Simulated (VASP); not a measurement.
# Ge (Cmcm) in VASP: a series of runs

Aim: see how the results for Ge move with the level of theory and the settings. Levels: PBEsol, PBE. Tasks: equation of state.

Everything below comes from runs of VASP 6.6.1. Logs are shortened: lines on timing, memory, paths and dates and some standing lists are left out, and cuts for length are marked.

## Step 1: Starting point

It takes space group Cmcm (No. 63, orthorhombic). The conventional cell has a = 2.976 Å, b = 5.189 Å, c = 4.728 Å, α = 90.00°, β = 90.00°, γ = 90.00°. Ge (site symmetry m2m) has 12 Ge at 2.92 to 2.99 Å as nearest neighbours.

This isn't the form of Ge at room conditions, which is diamond.

## Step 2: Equation of state, PBEsol, 17.16 Å³/atom (volume scaled by 0.94)

The input, INCAR:

```
SYSTEM = Ge
PREC = Accurate
ENCUT = 520
EDIFF = 1E-7
ISMEAR = -1
SIGMA = 0.05
LREAL = .FALSE.
LASPH = .TRUE.
NELM = 100
ALGO = Normal
ISIF = 2
LWAVE = .FALSE.
LCHARG = .FALSE.
GGA = PS
NBANDS = 21
```

The input, KPOINTS:

```
Automatic mesh
0
G
  10 10 6
  0 0 0
```

The input, POSCAR:

```
Ge
1.0
    1.4576759744     -2.5417218984      0.0000000000
    1.4576759744      2.5417218984      0.0000000000
    0.0000000000      0.0000000000      4.6310871635
Ge
2
Direct
    0.3334466300      0.6665533700      0.2500000000
    0.6665533700      0.3334466300      0.7500000000
```

Potentials or basis: VASP PAW PBE potentials, release 64 (Ge_d).

Started as:

```bash
$ cat potpaw_PBE.64/Ge_d/POTCAR > POTCAR
$ mpirun -np 1 vasp_std > vasp.out
```

OUTCAR:

```text
SYSTEM = Ge
   PREC = Accurate
   ENCUT = 520
   EDIFF = 1E-7
   ISMEAR = -1
   LREAL = .FALSE.
   LASPH = .TRUE.
   NELM = 100
   ISIF = 2
   GGA = PS

 Found    124 irreducible k-points:

 Following reciprocal coordinates:
            Coordinates               Weight
  0.000000  0.000000  0.000000      1.000000
  0.100000  0.000000  0.000000      4.000000
  0.200000  0.000000  0.000000      4.000000
  0.300000  0.000000  0.000000      4.000000
  0.400000  0.000000  0.000000      4.000000
  0.500000  0.000000  0.000000      2.000000
   k-points           NKPTS =    124   k-points in BZ     NKDIM =    124   number of bands    NBANDS=     21
   number of dos      NEDOS =    301   number of ions     NIONS =      2
   total plane-waves  NPLWV =  20736
   dimension x,y,z NGX =    24 NGY =   24 NGZ =   36
   dimension x,y,z NGXF=    48 NGYF=   48 NGZF=   72
   ions per type =               2
   NGX,Y,Z   is equivalent  to a cutoff of  13.62, 13.62, 12.92 a.u.
   NGXF,Y,Z  is equivalent  to a cutoff of  27.23, 27.23, 25.85 a.u.
 SYSTEM =  Ge
   PREC   = accura    normal or accurate (medium, high low for compatibility)
   ISTART =      0    job   : 0-new  1-cont  2-samecut
   ICHARG =      2    charge: 1-file 2-atom 10-const
   ISPIN  =      1    spin polarized calculation?
   LNONCOLLINEAR =      F non collinear calculations
   LSORBIT =      F    spin-orbit coupling
   LASPH  =      T    aspherical Exc in radial PAW
   ENCUT  =  520.0 eV  38.22 Ry    6.18 a.u.   5.45  5.45  8.61*2*pi/ulx,y,z
   NELM   =    100;   NELMIN=  2; NELMDL= -5     # of ELM steps
   EDIFF  = 0.1E-06   stopping-criterion for ELM
   LREAL  =      F    real-space projection
   EDIFFG = 0.1E-05   stopping-criterion for IOM
   NSW    =      0    number of steps for IOM
   IBRION =     -1    ionic relax: 0-MD 1-quasi-New 2-CG
   NFREE  =      0    steps in history (QN), initial steepest desc. (CG)
   ISIF   =      2    stress and relaxation
   ISYM   =      2    0-nonsym 1-usesym 2-fastsym
   POTIM  = 0.5000    time-step for ionic-motion
   TEBEG  =    0.0;   TEEND  =   0.0 temperature during run
   PSTRESS=    0.0 pullay stress
   NELECT =      28.0000    total number of electrons
   NUPDOWN=      -1.0000    fix difference up-down
   EMIN   =  10.00;   EMAX   =-10.00  energy-range for DOS
   EFERMI =   0.00;   METHOD = LEGACY
   ISMEAR =    -1;   SIGMA  =   0.05  broadening in eV -4-tet -1-fermi 0-gaus
   EFERMI_NEDOS =   21; number of points for ismear=-14 and -15
   IALGO  =     38    algorithm
   IMIX   =      4    mixing-type and parameters
     AMIX     =   0.40;   BMIX     =  1.00
     AMIX_MAG =   1.60;   BMIX_MAG =  1.00
  volume/ion in A,a.u.               =      17.16       115.79
  Fermi-wavevector in a.u.,A,eV,Ry     =   1.529772  2.890851 31.840407  2.340204
  Thomas-Fermi vector in A             =   2.637347
   LORBIT       =      0    0 simple, 1 ext, 2 COOP (PROOUT), +10 PAW based schemes
   GGA     = PS    functional components
   LHFCALC =     F    Hartree Fock is set to
   AEXX    =    0.0000 exact exchange contribution
   IVDW    =     0    specifies the selected vdW correction
   LEPSILON=     F    determine dielectric tensor
   LRPA    =     F    only Hartree local field effects (RPA)
 non-spin polarized calculation
  energy-cutoff  :      520.00
  volume of cell :       34.32
 maximum number of plane-waves:       954
 NGX is ok and might be reduce to    24
   NGX = 11   NGY = 11   NGZ = 17

 number of electron      28.0000001 magnetization

 Free energy of the ion-electron system (eV)
  ---------------------------------------------------
  ext. energy  EPLUGINS =         0.00000000
  ---------------------------------------------------
  free energy    TOTEN  =        -9.29794614 eV

  energy without entropy =       -9.28863072  energy(sigma->0) =       -9.29328843

 E-fermi :   7.5804     XC(G=0): -11.9232

 val. band max:        7.5689643766   @ k =   0.5000   0.3000   0.1667
 cond. band min:       7.6054592419   @ k =   0.3000   0.2000   0.1667
 fundamental gap:      0.0364948653
 Fermi energy:         7.5803957757

 k-point     1 :       0.0000    0.0000    0.0000
  band No.  band energies     occupation
      1     -16.9760      2.00000
      2     -16.9588      2.00000
      3     -16.9569      2.00000
      4     -16.9543      2.00000
      5     -16.9471      2.00000
      6     -16.9431      2.00000
[... 13 lines left out ...]
     20      20.8285      0.00000
     21      22.3424      0.00000

 k-point     2 :       0.1000    0.0000    0.0000
  band No.  band energies     occupation
      1     -16.9769      2.00000
      2     -16.9645      2.00000
      3     -16.9473      2.00000
      4     -16.9429      2.00000
      5     -16.9396      2.00000
      6     -16.9363      2.00000
[... 13 lines left out ...]
     20      21.2100      0.00000
     21      22.3550      0.00000

 k-point     3 :       0.2000    0.0000    0.0000
  band No.  band energies     occupation
      1     -16.9943      2.00000
      2     -16.9573      2.00000
      3     -16.9501      2.00000
      4     -16.9467      2.00000
      5     -16.9368      2.00000
      6     -16.9199      2.00000
[... 13 lines left out ...]
     20      20.9976      0.00000
     21      22.2735      0.00000

 k-point     4 :       0.3000    0.0000    0.0000
  band No.  band energies     occupation
      1     -17.0149      2.00000
      2     -16.9698      2.00000
      3     -16.9589      2.00000
      4     -16.9573      2.00000
      5     -16.9214      2.00000
      6     -16.8864      2.00000
[... 13 lines left out ...]
     20      20.0344      0.00000
     21      21.5911      0.00000

 k-point     5 :       0.4000    0.0000    0.0000
  band No.  band energies     occupation
      1     -17.0307      2.00000
      2     -16.9875      2.00000
      3     -16.9681      2.00000
      4     -16.9616      2.00000
      5     -16.9060      2.00000
      6     -16.8974      2.00000
[... 13 lines left out ...]
     20      19.4452      0.00000
     21      20.9610      0.00000

 k-point     6 :       0.5000    0.0000    0.0000
  band No.  band energies     occupation
      1     -17.0366      2.00000
      2     -16.9946      2.00000
      3     -16.9715      2.00000
      4     -16.9637      2.00000
      5     -16.9018      2.00000
      6     -16.9000      2.00000
[... 13 lines left out ...]
     20      19.2413      0.00000
     21      20.7514      0.00000

 [... further k-points ...]

------------------------ aborting loop because EDIFF is reached ----------------------------------------

  FORCE on cell =-STRESS in cart. coord.  units (eV):
  Direction    XX          YY          ZZ          XY          YZ          ZX
  --------------------------------------------------------------------------------------
  -------------------------------------------------------------------------------------
  Total        1.0493766      1.1409526      1.7387915      0.0000000      0.0000000      0.0000000
  in kB       48.9936730     53.2692060     81.1813227      0.0000000      0.0000000      0.0000000
  external PRESSURE =      61.1480673 kB  Pullay stress =       0.0000000 kB

 VOLUME and BASIS-vectors are now :
 -----------------------------------------------------------------------------
  energy-cutoff  :      520.00
  volume of cell :       34.32
      direct lattice vectors                 reciprocal lattice vectors
     1.457675974 -2.541721898  0.000000000     0.343011759 -0.196717037  0.000000000
     1.457675974  2.541721898  0.000000000     0.343011759  0.196717037  0.000000000
     0.000000000  0.000000000  4.631087164     0.000000000  0.000000000  0.215932019

 POSITION                                       TOTAL-FORCE (eV/Angst)
 -----------------------------------------------------------------------------------
      1.45768      0.84666      1.15777         0.000000     -0.002542     -0.000000
      1.45768     -0.84666      3.47332         0.000000      0.002542      0.000000
 -----------------------------------------------------------------------------------
    total drift:                                0.000000     -0.000000      0.000000

  FREE ENERGIE OF THE ION-ELECTRON SYSTEM (eV)
  ---------------------------------------------------
  free  energy   TOTEN  =        -9.2979461450 eV

  energy  without entropy=       -9.2886307174  energy(sigma->0) =       -9.29328843
```

OSZICAR:

```text
N       E                     dE             d eps       ncg     rms          rms(c)
DAV:   1     0.169675554867E+03    0.16968E+03   -0.14116E+04  6032   0.389E+03
DAV:   2     0.128105024286E+02   -0.15687E+03   -0.15164E+03  5273   0.571E+02
DAV:   3    -0.876900418779E+01   -0.21580E+02   -0.21365E+02  5877   0.129E+02
DAV:   4    -0.934059182535E+01   -0.57159E+00   -0.57115E+00  5952   0.243E+01
DAV:   5    -0.934852562692E+01   -0.79338E-02   -0.79335E-02  5922   0.306E+00    0.192E+00
DAV:   6    -0.931266981492E+01    0.35856E-01   -0.32734E-02  7133   0.315E+00    0.102E+00
DAV:   7    -0.929857744556E+01    0.14092E-01   -0.17042E-02  7138   0.182E+00    0.109E-01
DAV:   8    -0.929793828709E+01    0.63916E-03   -0.14444E-03  6296   0.713E-01    0.331E-02
DAV:   9    -0.929794487222E+01   -0.65851E-05   -0.33478E-05  5801   0.688E-02    0.759E-03
DAV:  10    -0.929794634481E+01   -0.14726E-05   -0.10045E-06  6514   0.917E-03    0.448E-04
DAV:  11    -0.929794618409E+01    0.16072E-06   -0.42387E-08  3684   0.384E-03    0.255E-04
DAV:  12    -0.929794614498E+01    0.39110E-07   -0.79973E-09  3424   0.966E-04
   1 F= -.92979461E+01 E0= -.92932884E+01  d E =-.931543E-02
```

stdout:

```text
POSCAR found type information on POSCAR Ge
 POSCAR found :  1 types and       2 ions
 scaLAPACK will be used
 -----------------------------------------------------------------------------
|                                                                             |
|                                                                             |
|     You enforced a specific xc type in the INCAR file but a different       |
|     I HOPE YOU KNOW WHAT YOU ARE DOING!                                     |
|                                                                             |
 -----------------------------------------------------------------------------

 LDA part: xc-table for (Slater+PW92), standard interpolation
 POSCAR, INCAR and KPOINTS ok, starting setup
 FFT: planning ... GRIDC
 FFT: planning ... GRID_SOFT
 FFT: planning ... GRID
 WAVECAR not read
 entering main loop
```

Run time: 24 s. Hardware: 1 thread of Intel Xeon 6975P-C (Granite Rapids), shared host; peak memory 0.2 GiB.

What came out:

```yaml
Free_energy: -9.2979 eV
Pressure: 6.1 GPa
Band_gap_on_the_k_mesh: none (metal or under the smearing width)
```

Caveat: the PAW data sets were made with another functional, which shifts forces and pressure a little.

## Step 3: Equation of state, PBEsol, 17.52 Å³/atom (volume scaled by 0.96)

INCAR is that of step 2.

KPOINTS is that of step 2.

The input, POSCAR:

```
Ge
1.0
    1.4679416364     -2.5596219381      0.0000000000
    1.4679416364      2.5596219381      0.0000000000
    0.0000000000      0.0000000000      4.6637015279
Ge
2
Direct
    0.3334466300      0.6665533700      0.2500000000
    0.6665533700      0.3334466300      0.7500000000
```

Potentials or basis: VASP PAW PBE potentials, release 64 (Ge_d).

Started as:

```bash
$ cat potpaw_PBE.64/Ge_d/POTCAR > POTCAR
$ mpirun -np 1 vasp_std > vasp.out
```

Wall time 22 s (1 thread of Intel Xeon 6975P-C (Granite Rapids), shared host); peak memory 0.2 GiB.

Results (log left out):

- Free energy: -9.3214 eV
- Pressure: 4.1 GPa
- Band gap on the k mesh: none (metal or under the smearing width)

Caveat: the PAW data sets were made with another functional, which shifts forces and pressure a little.

(Part 1 of 2 ends here.)
